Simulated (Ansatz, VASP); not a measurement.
FeO (Wuestite) in VASP and in Ansatz

INCAR

```
  PREC = Accurate
  ENCUT = 520
  EDIFF = 1E-7
  ISMEAR = -1
  SIGMA = 0.05
  LREAL = False
  LASPH = True
  NELM = 150
  ALGO = Normal
  ISIF = 2
  LWAVE = False
  LCHARG = True
  ISPIN = 2
  MAGMOM = 4.5 0
  LORBIT = 11
  LMAXMIX = 4
  GGA = PE
  LELF = True
  LVHAR = True
  NBANDS = 18
```

File KPOINTS:

```
regular mesh
0
Gamma
  11 11 11
```

Contents of POSCAR:

```
FeO
1.0
    1.5188209023      0.8768916568      2.5195772846
   -1.5188209023      0.8768916568      2.5195772846
    0.0000000000     -1.7537833136      2.5195772846
Fe O
1 1
Direct
    0.0000000000      0.0000000000      0.0000000000
    0.5000000000      0.5000000000      0.5000000000
```

input.yaml

```yaml
crystal:
  lattice:
    - [1.5188209023, 0.8768916568, 2.5195772846]
    - [-1.5188209023, 0.8768916568, 2.5195772846]
    - [0.0, -1.7537833136, 2.5195772846]
  atoms:
    - { symbol: Fe, position: [0.0, 0.0, 0.0], spin: 4.5 }
    - { symbol: O, position: [0.5, 0.5, 0.5] }
hamiltonian:
  xc: pbe
  pseudopotentials: { kind: paw }
magnetization:
  spin_polarized: true
kpoints:
  mp_grid: { grid: [11, 11, 11] }
scf:
  occupations: { method: fermi_dirac, width: 0.05 }
output:
  forces: true
  stress: true
  eigenvalues: true
  write_density: true
  write_potential: true
  elf: true
  volumetric_format: npy
```

Alike in both runs: task single point; functional PBE; k mesh 11 × 11 × 11; occupations fermi-dirac, width 0.05 eV; collinear spin.

|  | VASP | Ansatz |
| --- | --- | --- |
| version | VASP 6.6.1 | Ansatz 0.2.0 |
| potentials or method | VASP PAW PBE potentials, release 64 (Fe, O) | Ansatz PAW |
| plane-wave cutoff (eV) | 520 | 420 |
| valence electrons in the cell | 14 | 22 |

```csv
,VASP,Ansatz,Ansatz less VASP
gap on the k mesh at the Fermi level (eV),none,none,-
pressure (GPa),-1.2,-1.2,+0.04
largest component of the traceless stress (GPa),0.66,0.63,-0.036
net moment per atom (μB),2.00,2.00,+0.001
size of the moment on the site where the two differ most (μB),3.62,3.45,-0.167
```

Site moments also hang on the region over which each program counts them. A gap of «none» marks a metal or a gap that the smearing closes. The two sets of potentials don't hold the same shells in valence.

Caveats: a cell with one magnetic atom can't hold antiferromagnetic order, which such compounds often take; semilocal functionals often make such compounds metallic where correlation or magnetic order opens a gap, which also shifts bond lengths; the pressure holds a Pulay correction of +0.6 GPa for the finite cutoff (Ansatz).
